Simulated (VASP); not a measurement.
Set up this calculation in VASP 6.6.1, as the native input.

```yaml
Task: relaxation of cell and atoms
Functional: RPBE
Potentials_or_basis: VASP PAW PBE potentials, release 64 (Ga_d, N)
Cutoff: 600 eV
k_mesh: 12 × 12 × 5
Occupations: gaussian, width 0.03 eV
Spin: no spin polarisation
Further_INCAR_settings: ALGO = Normal; EDIFF = 1e-07; IBRION = 2; EDIFFG = -0.005; NSW = 90; ISIF = 3
```

The structure of GaN lies in POSCAR:

```
GaN                                     
1.0
    3.2433660303      0.0000000000     -0.0000000000
   -1.6216830151      2.8088373717      0.0000000000
   -0.0000000000     -0.0000000000      5.2835397201
  Ga              N             
     2     2
Direct
     0.3333333300000021    0.6666666699999979    0.9990543641832427
     0.6666666699999979    0.3333333300000021    0.4990543641832426
     0.3333333300000021    0.6666666699999979    0.3759456358167574
     0.6666666699999979    0.3333333300000021    0.8759456358167573
```

The input as run:

INCAR

```
PREC = Accurate
ENCUT = 600
EDIFF = 1E-7
ISMEAR = 0
SIGMA = 0.03
LREAL = False
LASPH = True
NELM = 80
ALGO = Normal
ISIF = 3
LWAVE = False
LCHARG = False
GGA = RP
IBRION = 2
NSW = 90
EDIFFG = -0.005
```

KPOINTS

```
Automatic mesh
0
Gamma
  12 12 5
```

Potentials or basis: VASP PAW PBE potentials, release 64 (Ga_d, N).

The run is started by

```console
$ cat potpaw_PBE.64/Ga_d/POTCAR potpaw_PBE.64/N/POTCAR > POTCAR
$ mpirun -np 1 vasp_std > vasp.out
```

Results of the run:

The relaxed volume is 12.02 Å³/atom, the relaxed cell is a = 3.243 Å, b = 3.243 Å, c = 5.282 Å, α = 90.00°, β = 90.00°, γ = 120.00° and the space group after relaxing (to 0.05 Å) is P6_3mc (No. 186). The energy gained by relaxing is 0.0 meV/atom and the ionic steps are 3. The pressure after relaxing is 0.0 GPa and the band gap on the k mesh is 1.63 eV, direct.

Caveat: the PAW data sets were made with another functional, which shifts forces and pressure a little.

Wall time 110 s on 1 thread of Intel(R) Xeon(R) Platinum 8488C (Sapphire Rapids), with other jobs on the host, peak memory 0.22 GiB.
